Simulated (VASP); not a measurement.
# BaS (Fm-3m) in VASP: notebook

Aim: see how the results for BaS move with the level of theory and the settings. Levels: PBEsol, LDA. Tasks: single point, relaxation of cell and atoms.

Program: VASP 6.6.1. These are calculated values, not measurements. Logs are shortened: lines on timing, memory, paths and dates and some standing lists are left out, and cuts for length are marked.

**What was measured.**

A printed reference work, monograph, original work of 1988 reports, for a bulk crystal of BaS at 2 K: band gap 3.806 eV (indirect).

The results are compared with them further down.

**1. The cell of the first run**

Symmetry: Fm-3m, No. 225, cubic system. The conventional cell has a = 6.333 Å, b = 6.333 Å, c = 6.333 Å, α = 90.00°, β = 90.00°, γ = 90.00°. Within 4.2 Å of Ba (site symmetry m-3m) lie 6 S at 3.17 Å. Within 4.2 Å of S (site symmetry m-3m) lie 6 Ba at 3.17 Å.

**2. Single point, PBEsol**

File INCAR:

```
SYSTEM = BaS
ALGO = Normal ; EDIFF = 1E-7
ENCUT = 520 ; GGA = PS
ISIF = 2 ; ISMEAR = -1
LASPH = .True. ; LCHARG = .False.
LREAL = .False. ; LWAVE = .False.
NBANDS = 15 ; NELM = 100
PREC = Accurate ; SIGMA = 0.05
```

File KPOINTS:

```
k-points
0
Gamma
  7 7 7
  0 0 0
```

File POSCAR:

```
BaS
1.0
    0.0000000000      3.1663116334      3.1663116334
    3.1663116334      0.0000000000      3.1663116334
    3.1663116334      3.1663116334      0.0000000000
Ba S
1 1
Direct
    0.0000000000      0.0000000000      0.0000000000
    0.5000000000      0.5000000000      0.5000000000
```

Potentials or basis: VASP PAW PBE potentials, release 64 (Ba_sv, S).

Run with:

```bash
$ cat potpaw_PBE.64/Ba_sv/POTCAR potpaw_PBE.64/S/POTCAR > POTCAR
$ mpirun -np 1 vasp_std > vasp.out
```

OUTCAR:

```text
SYSTEM = BaS
   EDIFF = 1E-7
   ENCUT = 520
   GGA = PS
   ISIF = 2
   ISMEAR = -1
   LASPH = .True.
   LREAL = .False.
   NELM = 100
   PREC = Accurate

 ion  position               nearest neighbor table
   1  0.000  0.000  0.000-   2 3.17   2 3.17   2 3.17   2 3.17   2 3.17   2 3.17
   2  0.500  0.500  0.500-   1 3.17   1 3.17   1 3.17   1 3.17   1 3.17   1 3.17

  LATTYP: Found a face centered cubic cell.
 ALAT       =     6.3326232668

  Lattice vectors:

 A1 = (   0.0000000000,   3.1663116334,   3.1663116334)
 A2 = (   3.1663116334,   0.0000000000,   3.1663116334)
 A3 = (   3.1663116334,   3.1663116334,   0.0000000000)

Analysis of symmetry for initial positions (statically):
=====================================================================
 Subroutine PRICEL returns:
 Original cell was already a primitive cell.

 Routine SETGRP: Setting up the symmetry group for a
 face centered cubic supercell.

 Subroutine GETGRP returns: Found 48 space group operations
 (whereof 48 operations were pure point group operations)
 out of a pool of 48 trial point group operations.

The static configuration has the point symmetry O_h .

Analysis of symmetry for dynamics (positions and initial velocities):
=====================================================================
 Subroutine PRICEL returns:
 Original cell was already a primitive cell.

 Routine SETGRP: Setting up the symmetry group for a
 face centered cubic supercell.

 Subroutine GETGRP returns: Found 48 space group operations
 (whereof 48 operations were pure point group operations)
 out of a pool of 48 trial point group operations.

The dynamic configuration has the point symmetry O_h .

 Subroutine INISYM returns: Found 48 space group operations
 (whereof 48 operations are pure point group operations),
 and found     1 'primitive' translations

----------------------------------------------------------------------------------------

                                     Primitive cell

  volume of cell :      63.4879

  direct lattice vectors                    reciprocal lattice vectors
     0.000000000  3.166311633  3.166311633    -0.157912441  0.157912441  0.157912441
     3.166311633  0.000000000  3.166311633     0.157912441 -0.157912441  0.157912441
     3.166311633  3.166311633  0.000000000     0.157912441  0.157912441 -0.157912441

  length of vectors
     4.477840855  4.477840855  4.477840855     0.273512372  0.273512372  0.273512372

  position of ions in fractional coordinates (direct lattice)
[... 83 lines left out ...]
   TEBEG  =    0.0;   TEEND  =   0.0 temperature during run
   PSTRESS=    0.0 pullay stress
   NELECT =      16.0000    total number of electrons
   NUPDOWN=      -1.0000    fix difference up-down
   EMIN   =  10.00;   EMAX   =-10.00  energy-range for DOS
   EFERMI =   0.00;   METHOD = LEGACY
   ISMEAR =    -1;   SIGMA  =   0.05  broadening in eV -4-tet -1-fermi 0-gaus
   EFERMI_NEDOS =   21; number of points for ismear=-14 and -15
   IALGO  =     38    algorithm
   IMIX   =      4    mixing-type and parameters
     AMIX     =   0.40;   BMIX     =  1.00
     AMIX_MAG =   1.60;   BMIX_MAG =  1.00
  volume/ion in A,a.u.               =      31.74       214.22
  Fermi-wavevector in a.u.,A,eV,Ry     =   1.034073  1.954114 14.548803  1.069307
  Thomas-Fermi vector in A             =   2.168350
   LORBIT       =      0    0 simple, 1 ext, 2 COOP (PROOUT), +10 PAW based schemes
   GGA     = PS    functional components
   LHFCALC =     F    Hartree Fock is set to
   AEXX    =    0.0000 exact exchange contribution
   IVDW    =     0    specifies the selected vdW correction
   LEPSILON=     F    determine dielectric tensor
   LRPA    =     F    only Hartree local field effects (RPA)
 non-spin polarized calculation
  energy-cutoff  :      520.00
  volume of cell :       63.49
 maximum number of plane-waves:      1729
 NGX is ok and might be reduce to    36
   NGX = 17   NGY = 17   NGZ = 17

 number of electron      15.9999999 magnetization

 Free energy of the ion-electron system (eV)
  ---------------------------------------------------
  ext. energy  EPLUGINS =         0.00000000
  ---------------------------------------------------
  free energy    TOTEN  =       -10.71730719 eV

  energy without entropy =      -10.71730719  energy(sigma->0) =      -10.71730719

 E-fermi :   2.4731     XC(G=0):  -8.9315

 val. band max:        1.4790707884   @ k =   0.0000   0.0000   0.0000
 cond. band min:       3.4744093362   @ k =   0.4286   0.4286   0.0000
 fundamental gap:      1.9953385478
 Fermi energy:         2.4731098273

 k-point     1 :       0.0000    0.0000    0.0000
  band No.  band energies     occupation
      1     -24.4775      2.00000
      2      -9.5166      2.00000
      3      -9.5166      2.00000
      4      -9.5166      2.00000
      5      -8.9145      2.00000
      6       1.4791      2.00000
      7       1.4791      2.00000
      8       1.4791      2.00000
      9       5.0131      0.00000
     10       5.2625      0.00000
     11       5.2625      0.00000
     12       5.2625      0.00000
     13       6.2444      0.00000
     14       6.2444      0.00000
[... 329 lines left out ...]
      2     -10.2587      2.00000
      3      -9.9274      2.00000
      4      -9.7626      2.00000
      5      -8.1446      2.00000
      6       0.2706      2.00000
      7       0.8717      2.00000
      8       0.9576      2.00000
      9       5.3215      0.00000
     10       6.2707      0.00000
     11       7.9749      0.00000
     12       8.6186      0.00000
     13       8.8039      0.00000
     14      10.7774      0.00000
     15      11.7505      0.00000

------------------------ aborting loop because EDIFF is reached ----------------------------------------

  FORCE on cell =-STRESS in cart. coord.  units (eV):
  Direction    XX          YY          ZZ          XY          YZ          ZX
  --------------------------------------------------------------------------------------
  -------------------------------------------------------------------------------------
  Total        0.2641362      0.2641362      0.2641362      0.0000000      0.0000000      0.0000000
  in kB        6.6657276      6.6657276      6.6657276      0.0000000      0.0000000      0.0000000
  external PRESSURE =       6.6657276 kB  Pullay stress =       0.0000000 kB

 VOLUME and BASIS-vectors are now :
 -----------------------------------------------------------------------------
  energy-cutoff  :      520.00
  volume of cell :       63.49
      direct lattice vectors                 reciprocal lattice vectors
     0.000000000  3.166311633  3.166311633    -0.157912441  0.157912441  0.157912441
     3.166311633  0.000000000  3.166311633     0.157912441 -0.157912441  0.157912441
     3.166311633  3.166311633  0.000000000     0.157912441  0.157912441 -0.157912441

 POSITION                                       TOTAL-FORCE (eV/Angst)
 -----------------------------------------------------------------------------------
      0.00000      0.00000      0.00000        -0.000000      0.000000      0.000000
      3.16631      3.16631      3.16631         0.000000     -0.000000     -0.000000
 -----------------------------------------------------------------------------------
    total drift:                                0.000000      0.000000      0.000000

  FREE ENERGIE OF THE ION-ELECTRON SYSTEM (eV)
  ---------------------------------------------------
  free  energy   TOTEN  =       -10.7173071854 eV

  energy  without entropy=      -10.7173071853  energy(sigma->0) =      -10.71730719
```

stdout:

```text
POSCAR found type information on POSCAR BaS
 POSCAR found :  2 types and       2 ions
 scaLAPACK will be used
 -----------------------------------------------------------------------------
|                                                                             |
|                                                                             |
|     You enforced a specific xc type in the INCAR file but a different       |
|     I HOPE YOU KNOW WHAT YOU ARE DOING!                                     |
|                                                                             |
 -----------------------------------------------------------------------------

 LDA part: xc-table for (Slater+PW92), standard interpolation
 POSCAR, INCAR and KPOINTS ok, starting setup
 FFT: planning ... GRIDC
 FFT: planning ... GRID_SOFT
 FFT: planning ... GRID
 WAVECAR not read
 entering main loop
```

It took 29 s on 1 thread of Intel Xeon 8259CL, shared host; peak memory 0.21 GiB.

Results:

| Quantity | Value |
| --- | --- |
| Free energy | -10.7173 eV |
| Pressure | 0.7 GPa |
| Band gap on the k mesh | 2.00 eV (least direct gap 2.13 eV) |

Levels at points of the mesh, in eV from the valence-band top:
```tsv
k point	band 4	band 5	band 6	band 7	band 8	band 9	band 10	band 11	band 12	band 13
(0.00, 0.00, 0.00)	-11.00	-10.39	0.00	0.00	0.00	3.53	3.78	3.78	3.78	4.77
```

Caveat: the PAW data sets were made with another functional, which shifts forces and pressure a little; spin-orbit coupling is left out, which moves the levels of the heavy elements; an odd mesh through Γ misses points on the zone boundary, where band edges can lie.

**3. Relaxation of cell and atoms, LDA**

This run uses another cell than the first one, of 32.58 Å³/atom.

File INCAR:

```
PREC = Accurate
ENCUT = 600
EDIFF = 1E-7
ISMEAR = -1
SIGMA = 0.05
LREAL = False
LASPH = True
NELM = 100
ALGO = Normal
ISIF = 3
LWAVE = False
LCHARG = False
GGA = CA
IBRION = 2
NSW = 60
EDIFFG = -0.01
```

File KPOINTS:

```
regular mesh
0
Gamma
  7 7 7
```

File POSCAR:

```
BaS
1.0
    0.0000000000      3.1937500000      3.1937500000
    3.1937500000      0.0000000000      3.1937500000
    3.1937500000      3.1937500000      0.0000000000
Ba S
1 1
Direct
    0.0000000000      0.0000000000      0.0000000000
    0.5000000000      0.5000000000      0.5000000000
```

Potentials or basis: VASP PAW LDA potentials, release 64 (Ba_sv, S).

Run with:

```bash
$ cat potpaw_LDA.64/Ba_sv/POTCAR potpaw_LDA.64/S/POTCAR > POTCAR
$ mpirun -np 1 vasp_std > vasp.out
```

Run time: 52 s. Hardware: 1 thread of Intel Xeon 8259CL, shared host; peak memory 0.19 GiB.

Results (log left out):

```yaml
Free_energy: -11.1751 eV
Relaxed_volume: 31.31 Å³/atom
Relaxed_cell: a = 4.457 Å, b = 4.457 Å, c = 4.457 Å, α = 60.00°, β = 60.00°, γ = 60.00°
Space_group_after_relaxing_to_0.1_Å: Fm-3m (No. 225)
Energy_gained_by_relaxing: 7.5 meV/atom
Ionic_steps: 3
Pressure_after_relaxing: 0.0 GPa
Band_gap_on_the_k_mesh: 1.89 eV (least direct gap 2.02 eV)
```

The path:
```csv
step,energy change (eV),largest force (eV/Å),pressure (GPa),volume (Å³)
1,0.0000,0.0000,-1.83,65.15
2,-0.0129,0.0000,0.76,61.70
3,-0.0150,0.0000,0.00,62.61
```

Final structure:
```
Ba S
1.0
     0.00000    3.15168    3.15168
     3.15168    0.00000    3.15168
     3.15168    3.15168    0.00000
Ba S
1 1
Direct
  0.00000 0.00000 0.00000
  0.50000 0.50000 0.50000
```

Levels at points of the mesh, in eV from the valence-band top:
```csv
k point,band 4,band 5,band 6,band 7,band 8,band 9,band 10,band 11,band 12
"(0.00, 0.00, 0.00)",-10.95,-10.38,0.00,0.00,0.00,3.51,3.70,3.70,3.70
```

Caveat: spin-orbit coupling is left out, which moves the levels of the heavy elements; an odd mesh through Γ misses points on the zone boundary, where band edges can lie. LDA usually gives volumes a few per cent too small.

**4. Relaxation of cell and atoms, PBEsol**

This run uses another cell than the first one, of 32.58 Å³/atom.

File INCAR:

```
SYSTEM = BaS
  ALGO = Normal
  EDIFF = 1E-7
  EDIFFG = -0.01
  ENCUT = 600
  GGA = PS
  IBRION = 2
  ISIF = 3
  ISMEAR = -1
  LASPH = .True.
  LCHARG = .False.
  LREAL = .False.
  LWAVE = .False.
  NELM = 80
  NSW = 60
  PREC = Accurate
  SIGMA = 0.05
```

File KPOINTS:

```
k-points
0
Gamma
  7 7 7
  0 0 0
```

POSCAR is that of step 3.

Potentials or basis: VASP PAW PBE potentials, release 64 (Ba_sv, S).

Run with:

```bash
$ cat potpaw_PBE.64/Ba_sv/POTCAR potpaw_PBE.64/S/POTCAR > POTCAR
$ mpirun -np 1 vasp_std > vasp.out
```

It took 60 s on 1 thread of Intel Xeon 8259CL, shared host; peak memory 0.21 GiB.

Results (log left out):

| Quantity | Value |
| --- | --- |
| Free energy | -10.7194 eV |
| Relaxed volume | 32.20 Å³/atom |
| Relaxed cell | a = 4.499 Å, b = 4.499 Å, c = 4.499 Å, α = 60.00°, β = 60.00°, γ = 60.00° |
| Space group after relaxing (to 0.1 Å) | Fm-3m (No. 225) |
| Energy gained by relaxing | 0.6 meV/atom |
| Ionic steps | 3 |
| Pressure after relaxing | 0.0 GPa |
| Band gap on the k mesh | 2.02 eV (least direct gap 2.17 eV) |

The path:
```tsv
step	energy change (eV)	largest force (eV/Å)	pressure (GPa)	volume (Å³)
1	0.0000	0.0000	-0.52	65.15
2	-0.0011	0.0000	0.17	64.16
3	-0.0012	0.0000	0.00	64.40
```

Final structure:
```
Ba S
1.0
     0.00000    3.18141    3.18141
     3.18141    0.00000    3.18141
     3.18141    3.18141    0.00000
Ba S
1 1
Direct
  0.00000 0.00000 0.00000
  0.50000 0.50000 0.50000
```

Levels at points of the mesh, in eV from the valence-band top:
```tsv
k point	band 4	band 5	band 6	band 7	band 8	band 9	band 10	band 11	band 12
(0.00, 0.00, 0.00)	-11.04	-10.37	0.00	0.00	0.00	3.46	3.78	3.78	3.78
```

Caveat: the PAW data sets were made with another functional, which shifts forces and pressure a little; spin-orbit coupling is left out, which moves the levels of the heavy elements; an odd mesh through Γ misses points on the zone boundary, where band edges can lie. PBEsol gaps usually lie below the measured ones, often by a third to a half.

**5. Single point, LDA, non-collinear spin, zero start, spin-orbit coupling**

This run uses another cell than the first one, of 32.58 Å³/atom.

File INCAR:

```
PREC = Accurate ; ENCUT = 520
EDIFF = 1E-6 ; ISMEAR = -1
SIGMA = 0.05 ; LREAL = F
LASPH = T ; NELM = 150
ALGO = Normal ; ISIF = 2
LWAVE = F ; LCHARG = F
MAGMOM = 0 0 0 0 0 0 ; LORBIT = 11
LSORBIT = T ; GGA_COMPAT = F
LORBMOM = T ; GGA = CA
NBANDS = 28
```

File KPOINTS:

```
Automatic mesh
0
Gamma
  5 5 5
```

POSCAR is that of step 4.

Potentials or basis: VASP PAW LDA potentials, release 64 (Ba_sv, S).

Run with:

```bash
$ cat potpaw_LDA.64/Ba_sv/POTCAR potpaw_LDA.64/S/POTCAR > POTCAR
$ mpirun -np 1 vasp_ncl > vasp.out
```

It took 68 s on 1 thread of Intel Xeon 8259CL, shared host; peak memory 0.3 GiB.

The run converged. Its results:

```
Free energy                                           : -11.3636 eV
Pressure                                              : -1.8 GPa
Net moment                                            : 0.00 μB per cell
Valence electrons inside the program's atomic spheres : Ba 7.90; S 3.73
```

Moments on the atoms (μB; x, y, z):
```
Ba  0.00 0.00 0.00
S   0.00 0.00 0.00
```

**6. Overview**

| task | level | potentials or basis | spin | cell | k mesh | cutoff (eV) | gap on the mesh (eV) | pressure (GPa) | relaxed volume (Å³/atom) |
| --- | --- | --- | --- | --- | --- | --- | --- | --- | --- |
| single point | PBEsol | VASP PAW PBE potentials, release 64 (Ba_sv, S) | off | a = 4.478 Å, angles 60.0°, 2 atoms | 7 × 7 × 7 | 520 | 2.00 | 0.7 | - |
| relaxation of cell and atoms | LDA | VASP PAW LDA potentials, release 64 (Ba_sv, S) | off | relaxed from a = 4.517 Å, angles 60.0°, 2 atoms | 7 × 7 × 7 | 600 | 1.89 | 0.0 | 31.31 |
| relaxation of cell and atoms | PBEsol | VASP PAW PBE potentials, release 64 (Ba_sv, S) | off | relaxed from a = 4.517 Å, angles 60.0°, 2 atoms | 7 × 7 × 7 | 600 | 2.02 | 0.0 | 32.20 |
| single point | LDA | VASP PAW LDA potentials, release 64 (Ba_sv, S) | non-collinear, zero start, SOC | a = 4.517 Å, angles 60.0°, 2 atoms | 5 × 5 × 5 | 520 | - | -1.8 | - |

Alike in all rows: smearing fermi-dirac 0.05 eV.

Caveats: spin-orbit coupling is left out, which moves the levels of the heavy elements (at least some runs); an odd mesh through Γ misses points on the zone boundary, where band edges can lie (at least some runs); the PAW data sets were made with another functional, which shifts forces and pressure a little (at least some runs).

Absolute energies hang on the potentials; compare differences alone.

**7. Comparison with measurements**

Step 2. Against the measured gap of BaS, 3.806 eV (indirect; 2 K; a printed reference work, monograph, original work of 1988), the calculated 2.00 eV is off by -1.81 eV. Spin-orbit coupling on Ba is left out. The value is that of PBEsol on a finite k mesh, which can miss the band edges, without temperature or zero-point motion. Semilocal functionals fall short of measured gaps as a rule.
